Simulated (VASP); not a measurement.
# ZnSe (Stilleite): zone-centre modes, functional by functional, part 3 of 3

How much do the zone-centre frequencies of ZnSe (Stilleite) depend on the functional? The starting structure is a measured crystal structure from the Crystallography Open Database.

VASP 6.6.1.

Results so far: LDA T2 218.3 cm⁻¹; LDA at the measured cell T2 201.1 cm⁻¹; PBEsol T2 210.2 cm⁻¹; PBE T2 196.5 cm⁻¹; PBEsol + D3(BJ) T2 221.3 cm⁻¹; r2SCAN T2 200.6 cm⁻¹.

**8. Modes with r2SCAN + rVV10**

Level of this step: r2SCAN with rVV10; plane waves and PAW (Se, Zn) (VASP).

rVV10 adds a nonlocal correlation energy for dispersion. The cell comes from a relaxation at this level, not shown (44.92 Å³).

Contents of INCAR:

```
SYSTEM = ZnSe
PREC = Accurate
ENCUT = 450
EDIFF = 1E-08
NELM = 100
ISMEAR = 0
SIGMA = 0.03
LREAL = .FALSE.
ALGO = Normal
METAGGA = R2SCAN
LUSE_VDW = .TRUE.
IVDW_NL = 2
BPARAM = 11.95
CPARAM = 0.0093
LASPH = .TRUE.
NBANDS = 15
LORBIT = 11
LWAVE = .FALSE.
LCHARG = .FALSE.
KPAR = 8
IBRION = 6
NFREE = 2
POTIM = 0.015
NSW = 1
ISIF = 2
```

Contents of POSCAR:

```
ZnSe
1.0
    0.0000000000      2.8214568727      2.8214568727
    2.8214568727      0.0000000000      2.8214568727
    2.8214568727      2.8214568727      0.0000000000
Se Zn
1 1
Direct
    0.7500000000      0.7500000000      0.7500000000
    0.0000000000      0.0000000000      0.0000000000
```

Contents of KPOINTS:

```
Automatic mesh
0
Gamma
10 10 10
0 0 0
```

PAW data sets: Se and Zn (PBE family, release 64).

The run is started by

```sh
$ mpirun -np 8 vasp_std
```

Output:

```text
[banner, memory and clock lines left out]
running    8 mpi-ranks, on    1 nodes
[...]
[... a notice as in an earlier step ...]

|                                                                             |
|               ----> ADVICE to this user running VASP <----                  |
|                                                                             |
|     You have switched on vdW-DFT.                                           |
|     This routine was written and supplied by Jiri Klimes. We recommend      |
|     that you carefully read and cite the following publications:            |
|       J. Klimes, D.R. Bowler, A. Michelides                                 |
|          J. Phys.: Cond Matt. 22 022201 (2010)                              |
|       J. Klimes, D.R. Bowler, A. Michelides                                 |
|          Phys. Rev. B. 83, 195131 (2011)                                    |
|     and references therein.                                                 |
[...]
Total rVV10 correction in eV:      0.5300471    20.0306601
Total rVV10 correction in eV:      0.5300471    20.0306601
Total rVV10 correction in eV:      0.5300471    20.0306601
Total rVV10 correction in eV:      0.5300471    20.0306601
Total rVV10 correction in eV:      0.5300471    20.0306601
Total rVV10 correction in eV:      0.5300471    20.0306601
Total rVV10 correction in eV:      0.5300471    20.0306601
Total rVV10 correction in eV:      0.5300471    20.0306601
Total rVV10 correction in eV:      0.5300471    20.0306601
Total rVV10 correction in eV:      0.5300471    20.0306601
Total rVV10 correction in eV:      0.5300471    20.0306601
Total rVV10 correction in eV:      0.5300471    20.0306601
Total rVV10 correction in eV:      0.5300471    20.0306601
Total rVV10 correction in eV:      0.5300471    20.0306601
   1 F= -.24374950E+02 E0= -.24374950E+02  d E =-.454659E-24
[... from here on, the cycles between the ionic steps are left out ...]
   2 F= -.24374301E+02 E0= -.24374301E+02  d E =-.166318E-21
   3 F= -.24374297E+02 E0= -.24374297E+02  d E =-.167759E-21
   4 F= -.24374383E+02 E0= -.24374383E+02  d E =-.168943E-21
   5 F= -.24374392E+02 E0= -.24374392E+02  d E =-.167432E-21
 Finite differences progress:
  Degree of freedom:   2/  2
  Displacement:        2/  2
  Total:               4/  4
```

Run time: 6.9 min. Hardware: 8 MPI ranks of AMD EPYC 7R43, shared host; peak memory 2.9 GiB; 55 min of CPU time.

Parts of OUTCAR (step 8):

```text
  Total        0.0139238     -0.0013453     -0.0013453      0.0000000      0.0999849      0.0000000
  in kB        0.4966133     -0.0479823     -0.0479823      0.0000000      3.5661106      0.0000000
  external PRESSURE =       0.1335495 kB  Pullay stress =       0.0000000 kB

 POSITION                                       TOTAL-FORCE (eV/Angst)
 -----------------------------------------------------------------------------------
      4.23219      4.23219      4.23219        -0.081839      0.000000      0.000000
     -0.01500      0.00000      0.00000         0.081839     -0.000000     -0.000000
 -----------------------------------------------------------------------------------
    total drift:                               -0.008510      0.000002      0.000001

  FREE ENERGIE OF THE ION-ELECTRON SYSTEM (eV)
  ---------------------------------------------------
  free  energy   TOTEN  =       -24.3743922958 eV

  energy  without entropy=      -24.3743922958  energy(sigma->0) =      -24.37439230

[... 1 part as in an earlier step ...]

[... 2 further parts left out ...]
[key lines of the parts left out:]
E-fermi :   1.6086
```

With r2SCAN + rVV10 the mode is T2 206.4 cm⁻¹, -11.9 cm⁻¹ from LDA.

**9. Modes with AM05**

AM05 is built from the electron gas and the surface model, and does well on lattice constants. The cell comes from a relaxation at this level, not shown (45.20 Å³).

Contents of INCAR:

```
SYSTEM = ZnSe
PREC = Accurate
ENCUT = 450
EDIFF = 1E-08
NELM = 100
ISMEAR = 0
SIGMA = 0.03
LREAL = .FALSE.
ALGO = Normal
GGA = AM
NBANDS = 15
LORBIT = 11
LWAVE = .FALSE.
LCHARG = .FALSE.
KPAR = 8
IBRION = 8
LEPSILON = .TRUE.
LPEAD = .TRUE.
ISIF = 2
```

Contents of POSCAR:

```
ZnSe
1.0
    0.0000000000      2.8272075040      2.8272075040
    2.8272075040      0.0000000000      2.8272075040
    2.8272075040      2.8272075040      0.0000000000
Se Zn
1 1
Direct
    0.7500000000      0.7500000000      0.7500000000
    0.0000000000      0.0000000000      0.0000000000
```

KPOINTS is that of step 8.

The run is started by

```sh
$ mpirun -np 8 vasp_std
```

Output:

```text
[... set-up lines as in an earlier step ...]
 entering main loop
       N       E                     dE             d eps       ncg     rms          rms(c)
DAV:   1     0.798301588130E+02    0.79830E+02   -0.81274E+03  1410   0.124E+03
DAV:   2    -0.168497927196E+01   -0.81515E+02   -0.77358E+02  1578   0.240E+02
DAV:   3    -0.657192673261E+01   -0.48869E+01   -0.48698E+01  1704   0.602E+01
DAV:   4    -0.660992863862E+01   -0.38002E-01   -0.37998E-01  1641   0.574E+00
[...]
DAV:  13    -0.631108710813E+01   -0.76811E-06   -0.12103E-06  1543   0.786E-03    0.994E-04
DAV:  14    -0.631108715038E+01   -0.42248E-07   -0.66243E-08  1697   0.372E-03    0.786E-04
DAV:  15    -0.631108714787E+01    0.25111E-08   -0.15248E-08  1496   0.121E-03
   1 F= -.63110871E+01 E0= -.63110871E+01  d E =-.196044E-12
 Linear response reoptimize wavefunctions to high precision
DAV:   1    -0.631108715349E+01   -0.56191E-08   -0.22124E-09  1674   0.348E-04
DAV:   2    -0.631108715355E+01   -0.65484E-10   -0.18050E-10   873   0.103E-04
 Linear response to external field (no local field effect), progress :
[...]
RMM:  12    -0.825153967651E-01   -0.55827E-08    0.46757E-10  7113   0.434E-06    0.446E-07
 first order change of Fermi-energy   0.33057E-03
 force on displaced ion       1 direction 1 :  -5.608   0.000   0.000
 Born effective charge ion    1 direction 1 :  -2.031   0.000   0.000
 Linear response progress:
  Degree of freedom:   2/  2
       N       E                     dE             d eps       ncg     rms          rms(c)
RMM:   1    -0.212169544022E+00   -0.21217E+00   -0.12465E-02  7196   0.197E+00
RMM:   2    -0.210529419498E+00    0.16401E-02   -0.23349E-03  8191   0.355E-01    0.839E-02
RMM:   3    -0.210240204541E+00    0.28921E-03   -0.30744E-05  9219   0.433E-02    0.506E-02
RMM:   4    -0.209842045295E+00    0.39816E-03   -0.18069E-05  9426   0.289E-02    0.240E-03
[...]
RMM:   8    -0.209848291548E+00    0.87142E-07    0.33264E-08 10222   0.118E-04    0.244E-05
RMM:   9    -0.209848419880E+00   -0.12833E-06    0.62749E-09  9747   0.594E-05    0.484E-06
RMM:  10    -0.209848419758E+00    0.12187E-09    0.92336E-09 10364   0.131E-05    0.350E-06
 first order change of Fermi-energy  -0.51793E-04
 force on displaced ion       2 direction 1 :  -5.652   0.000   0.000
 Born effective charge ion    2 direction 1 :   2.030   0.000   0.000
 Born effective charges drift removed
 Linear response finished
```

The job ended after 3.1 min (8 MPI ranks; peak memory 3.2 GiB; 25 min of CPU time).

OUTCAR, selected parts (step 9):

```text
  Total       -0.0026245     -0.0026245     -0.0026245     -0.0000000      0.0000000      0.0000000
  in kB       -0.0930360     -0.0930360     -0.0930360     -0.0000000      0.0000000      0.0000000
  external PRESSURE =      -0.0930360 kB  Pullay stress =       0.0000000 kB

 POSITION                                       TOTAL-FORCE (eV/Angst)
 -----------------------------------------------------------------------------------
      4.24081      4.24081      4.24081         0.000000      0.000000     -0.000000
      0.00000      0.00000      0.00000        -0.000000     -0.000000      0.000000
 -----------------------------------------------------------------------------------
    total drift:                                0.000001      0.000001      0.000001

 MACROSCOPIC STATIC DIELECTRIC TENSOR (including local field effects in DFT)
 ------------------------------------------------------
           7.183935     0.000000     0.000000
          -0.000000     7.183935     0.000000
          -0.000000    -0.000000     7.183935
 ------------------------------------------------------

 MACROSCOPIC STATIC DIELECTRIC TENSOR IONIC CONTRIBUTION
 ------------------------------------------------------
           2.933474     0.000000     0.000000
           0.000000     2.933474     0.000000
           0.000000     0.000000     2.933474
 ------------------------------------------------------

[... 1 part as in an earlier step ...]

[... 1 further part left out ...]
```

With AM05 the mode is T2 206.9 cm⁻¹, -11.4 cm⁻¹ from LDA.

**10. The runs compared**

```csv
run,T2,method,core minutes
LDA,218.3,perturbation theory,16.9
LDA at the measured cell,201.1,perturbation theory,17.1
PBEsol,210.2,perturbation theory,17.2
PBE,196.5,perturbation theory,18.3
PBEsol + D3(BJ),221.3,finite displacements,6.8
r2SCAN,200.6,finite displacements,43.5
r2SCAN + rVV10,206.4,finite displacements,55.5
AM05,206.9,perturbation theory,25.1
```

Modes are in cm⁻¹, degenerate ones as one, matched between runs by symmetry and order. A number in brackets counts the listed modes of one symmetry from the lowest. The symmetry labels come from an automatic analysis and can be wrong where levels nearly coincide. Core minutes are wall time times ranks of the run shown, on a shared host.

**11. Outcome**

```
T2, LDA                      : 218.3 cm⁻¹
T2, LDA at the measured cell : 201.1 cm⁻¹
T2, PBEsol                   : 210.2 cm⁻¹
T2, PBE                      : 196.5 cm⁻¹
T2, PBEsol + D3(BJ)          : 221.3 cm⁻¹
T2, r2SCAN                   : 200.6 cm⁻¹
T2, r2SCAN + rVV10           : 206.4 cm⁻¹
T2, AM05                     : 206.9 cm⁻¹
```

On the cells relaxed at each level, the T2 mode of ZnSe (Stilleite) lies between 197 cm⁻¹ (PBE) and 221 cm⁻¹ (PBEsol + D3(BJ)). Taking the measured cell, +5.1 % in volume, instead of the one relaxed with LDA moves T2 by -17.2 cm⁻¹. Some levels use perturbation theory and the others finite displacements, so their times can't be compared. LASPH is on in some of these runs and off in others, which adds a little to the differences. The dielectric constants and Born charges in the logs aren't compared here; at a small gap they can be far off, and in a run without a gap they mean nothing. The translations, which should lie at zero, come out at up to 4.1 cm⁻¹ with r2SCAN and 2.7 cm⁻¹ with r2SCAN + rVV10; the modes of such a run are uncertain by as much or more. The frequencies are harmonic, and the splitting of polar modes by their long-range field is left out. Further runs on this material are not shown.

[Lines on the potential files, build, host, timing and source positions are cut from VASP's logs without a mark.]

[Logs are printed without paths, hosts, clocks, repeated set-up lines and the standing remarks that a program may print on its own settings, such as how far it seeks lower states.]

[Hosts, paths, dates, database ids (printed as entryN), source tags and the programs' standing remarks are cut or masked in the printed files.]
